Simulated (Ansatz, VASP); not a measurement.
# K in VASP and in Ansatz

```xyz
1
Lattice="0.0000 3.2991 3.2991 3.2991 0.0000 3.2991 3.2991 3.2991 0.0000" Properties=species:S:1:pos:R:3 pbc="T T T"
K     0.0000    0.0000    0.0000
```

Alike in both runs: task single point; functional PBE; k mesh 6 × 6 × 6; occupations gaussian, width 0.05 eV; no spin polarisation.

|  | VASP | Ansatz |
| --- | --- | --- |
| version | VASP 6.6.1 | Ansatz 0.2.0 |
| potentials or method | VASP PAW PBE potentials, release 64 (K_sv) | scalar-relativistic, plane waves, PAW |
| plane-wave cutoff (eV) | 520 | 420 |
| valence electrons in the cell | 9 | 9 |

|  | VASP | Ansatz | Ansatz less VASP |
| --- | --- | --- | --- |
| pressure (GPa) | 0.1 | 0.1 | +0.01 |
